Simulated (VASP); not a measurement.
**BaTiO3: relaxation of shape and atoms at fixed volume with PBE**

Crystal: BaTiO3.

```
Ba Ti O
1.0
     3.94117    0.00000    0.00000
     0.00000    3.94117    0.00000
     0.00000    0.00000    4.16563
Ba Ti O
1 1 3
Direct
  0.00000 0.00000 0.99059
  0.50000 0.50000 0.47172
  0.50000 0.50000 0.04169
  0.50000 0.00000 0.51950
  0.00000 0.50000 0.51950
```

The cell isn't the ideal one: a relaxed cell with its volume scaled by 0.96.

```
Program                : VASP 6.6.1
Task                   : relaxation of shape and atoms at fixed volume
Functional             : PBE
Potentials or basis    : VASP PAW PBE potentials, release 64 (Ba_sv, Ti_sv, O)
Cutoff                 : 600 eV
k mesh                 : 8 × 8 × 8
Occupations            : gaussian, width 0.03 eV
Spin                   : no spin polarisation
Further INCAR settings : ALGO = Normal; EDIFF = 1e-07; IBRION = 2; EDIFFG = -0.01; NSW = 40; ISIF = 4
```

| Property | Result |
| --- | --- |
| Energy gained by relaxing | 4.5 meV/atom |
| Ionic steps | 12 |
| Pressure after relaxing | 4.3 GPa |
| Largest force after relaxing | 0.009 eV/Å |
| Band gap on the k mesh | 1.79 eV, indirect (least direct gap 2.23 eV) |

Forces on the atoms (eV/Å):
```
Ba   0.000  0.000 -0.005
Ti   0.000  0.000 -0.005
O    0.000  0.000  0.009
O    0.000  0.000  0.000
O    0.000  0.000  0.000
```

Step by step:
| step | energy change (eV) | largest force (eV/Å) | pressure (GPa) |
| --- | --- | --- | --- |
| 1 | 0.0000 | 0.5564 | 6.90 |
| 2 | -0.0097 | 0.1245 | 5.53 |
| 3 | -0.0099 | 0.1041 | 5.69 |
| 4 | -0.0170 | 0.0954 | 5.20 |
| 5 | -0.0205 | 0.0868 | 4.68 |
| 6 | -0.0205 | 0.0900 | 4.64 |
| 7 | -0.0219 | 0.0585 | 4.45 |
| 8 | -0.0223 | 0.0453 | 4.24 |
| 9 | -0.0223 | 0.0377 | 4.26 |
| 10 | -0.0225 | 0.0101 | 4.31 |
| 11 | -0.0225 | 0.0113 | 4.32 |
| 12 | -0.0225 | 0.0087 | 4.31 |

Final structure:
```
CELL_PARAMETERS angstrom
3.98085 0.00000 0.00000
0.00000 3.98085 0.00000
0.00000 0.00000 4.08301
ATOMIC_POSITIONS crystal
Ba 0.00000 0.00000 0.99857
Ti 0.50000 0.50000 0.48122
O 0.50000 0.50000 0.02945
O 0.50000 0.00000 0.51688
O 0.00000 0.50000 0.51688
```

Levels at points of the mesh, in eV from the valence-band top:
```
           k point  band 17  band 18  band 19  band 20  band 21  band 22  band 23  band 24
(0.00, 0.00, 0.00)    -1.23    -0.57    -0.44    -0.44     1.79     2.19     2.19     4.04
(0.50, 0.00, 0.00)    -1.92    -1.72    -1.23    -1.05     2.31     3.51     3.57     4.10
(0.50, 0.50, 0.00)    -1.88    -1.06    -1.06    -0.08     3.60     3.60     3.96     4.49
(0.00, 0.00, 0.50)    -2.02    -2.00    -0.73    -0.73     1.94     3.51     3.51     4.04
(0.50, 0.00, 0.50)    -1.78    -1.03    -0.98    -0.33     3.53     3.54     3.87     4.86
(0.50, 0.50, 0.50)    -2.53    -0.25    -0.25     0.00     4.12     4.12     4.17     6.33
```

It took 5 min on 2 MPI ranks on AMD EPYC 9R45 (Zen 5), with other jobs on the host, peak memory 0.27 GiB a rank.

Caveat: spin-orbit coupling is left out, which moves the levels of the heavy elements. A k mesh can miss the band edges.
